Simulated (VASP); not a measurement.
# Settings for GaCuSe₂: self-consistent run

GaCuSe₂, I-42d (no. 122), 8 atoms in the cell. PBE; PAW potentials Se, Ga_d, Cu (PBE set). VASP 6.6.1.

Wanted: energy within 0.2 meV/atom; levels at the zone centre within 0.003 eV.

What the run is for: comparing ways to start; Accuracy asked: tight.

Levels at the zone centre: counted from the valence top at that point.

POSCAR:
```
GaCuSe2
1.0
   -2.8095500000      2.8095500000      5.5130000000
    2.8095500000     -2.8095500000      5.5130000000
    2.8095500000      2.8095500000     -5.5130000000
Se Ga Cu
4 2 2
Direct
    0.1256200000      0.6250000000      0.0006200000
    0.8750000000      0.8743800000      0.4993800000
    0.6243800000      0.1250000000      0.9993800000
    0.3750000000      0.3756200000      0.5006200000
    0.2500000000      0.7500000000      0.5000000000
    0.5000000000      0.5000000000      0.0000000000
    0.7500000000      0.2500000000      0.5000000000
    0.0000000000      0.0000000000      0.0000000000
```

## How the run starts (with a second run first, the time holds both)

| How the run starts (with a second run first, the time holds both) | Energy less reference (meV/atom) | Levels at the zone centre, largest deviation (eV) | Time (s) |
|---|---|---|---|
| from scratch: 16 SCF iterations | 0.00 | 0.0000 | 251 |
| density of a coarse mesh (ICHARG 1): 16 + 10 SCF iterations | 0.00 | 0.0002 | 273 |
| orbitals of a lower cutoff (ISTART 1): 16 + 6 SCF iterations | 0.00 | 0.0000 | 260 |
| orbitals of a loose run: 12 + 6 SCF iterations | 0.00 | 0.0000 | 186 |

## Question

For each series: keep the first row unless others stay within the tolerance and take at least 30 % less time, and then take the fastest.

## Answer

- How the run starts (with a second run first, the time holds both): from scratch: 16 SCF iterations

The chosen settings are those of the reference run.

Values of the reference run: Levels at the zone centre: -0.1267, 0, 0.252 eV from the valence top at Gamma.

## The input

INCAR:
```
GGA = PE ; ISMEAR = 0
SIGMA = 0.03 ; LWAVE = False
LCHARG = False ; ISIF = 2
PREC = Accurate ; LASPH = True
LREAL = False ; ALGO = Normal
EDIFF = 1E-6 ; NELM = 120
GGA_COMPAT = False ; ENCUT = 400
EFERMI = MIDGAP
```

KPOINTS:
```
k-points
0
Gamma
  6 6 6
```

Commands:
```
cat potpaw_PBE.64/Se/POTCAR potpaw_PBE.64/Ga_d/POTCAR potpaw_PBE.64/Cu/POTCAR > POTCAR
mpirun -np 1 vasp_std > vasp.out
```

The chosen input took VASP 6.6.1 251 s on 1 core (Intel Xeon Platinum 8488C (Sapphire Rapids)), a shared host.

## An input that fails: restart asked without its files

VASP's message: ERROR: charge density could not be read from file CHGCAR for ICHARG>10.

Changes against the starting input:
```
- NELM = 120
+ NELM = 60
+ ICHARG = 11
```
